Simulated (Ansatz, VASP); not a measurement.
**CaO in VASP and in Ansatz**

```xyz
2
Lattice="0.0000 2.4036 2.4036 2.4036 0.0000 2.4036 2.4036 2.4036 0.0000" Properties=species:S:1:pos:R:3 pbc="T T T"
Ca    0.0000    0.0000    0.0000
O     2.4036    2.4036    2.4036
```

The cell is a database's computed one.

Alike in both runs: task single point; functional HSE(alpha, omega); k mesh 5 × 5 × 5; occupations fermi-dirac, width 0.05 eV; no spin polarisation.

|  | VASP | Ansatz |
| --- | --- | --- |
| version | VASP 6.6.1 | Ansatz 0.2.0 |
| potentials or method | VASP PAW PBE potentials, release 64 (Ca_sv, O) | Ansatz PAW |
| plane-wave cutoff (eV) | 520 | 420 |
| valence electrons in the cell | 16 | 16 |

Ansatz gave:

* gap on the k mesh at the Fermi level (eV): 5.53
* least direct gap on the mesh (eV): 5.95
* pressure (GPa): -0.6

Question: What did VASP give for the same quantities?

Answer: gap on the k mesh at the Fermi level (eV): 5.52; least direct gap on the mesh (eV): 5.94; pressure (GPa): 0.1.

With one functional, cell and mesh, what is left measures potentials, basis and numerics.

Caveats: the k mesh is coarse (spacing up to 0.45 Å⁻¹), so the values aren't converged, least of all with exact exchange; the PAW data sets were made with another functional, which shifts forces and pressure a little (VASP); an odd mesh through Γ misses points on the zone boundary, where band edges often lie (VASP); odd divisions of the mesh miss points on the zone boundary, where band edges often lie, so the gap on the mesh can be too wide (Ansatz); the PAW data sets come from PBE, with cores solved anew for the run's functional, which leaves a small shift of forces and pressure (Ansatz); the thresholds are loose for stress (Ansatz).
